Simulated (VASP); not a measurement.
A run of VASP 6.6.1:

INCAR

```
SYSTEM = FeO
PREC = Accurate
ENCUT = 500
EDIFF = 1E-7
ISMEAR = 0
SIGMA = 0.02
LREAL = .FALSE.
LASPH = .TRUE.
NELM = 120
ALGO = Normal
ISIF = 2
LWAVE = .FALSE.
LCHARG = .FALSE.
ISPIN = 2
MAGMOM = 3 0
LORBIT = 11
LMAXMIX = 4
GGA = PE
NBANDS = 18
```

Contents of KPOINTS:

```
Automatic mesh
0
G
  11 11 11
  0 0 0
```

Contents of POSCAR:

```
FeO
1.0
    0.0000000000      2.1554000000      2.1554000000
    2.1554000000      0.0000000000      2.1554000000
    2.1554000000      2.1554000000      0.0000000000
Fe O
1 1
Cartesian
    0.0000000000      0.0000000000      0.0000000000
    2.1554000000      2.1554000000      2.1554000000
```

Potentials or basis: VASP PAW PBE potentials, release 64 (Fe, O).

Command:

```bash
$ cat potpaw_PBE.64/Fe/POTCAR potpaw_PBE.64/O/POTCAR > POTCAR
$ mpirun -np 1 vasp_std > vasp.out
```

Hardware: 1 thread of Intel(R) Xeon(R) Platinum 8375C CPU @ 2.90GHz (Ice Lake), on a shared host.

How long does it take, and how much memory?

It took 30 s on 1 thread of Intel(R) Xeon(R) Platinum 8375C CPU @ 2.90GHz (Ice Lake) (shared host), peak memory 0.16 GiB. Counts: scf iterations 16, k points 56.
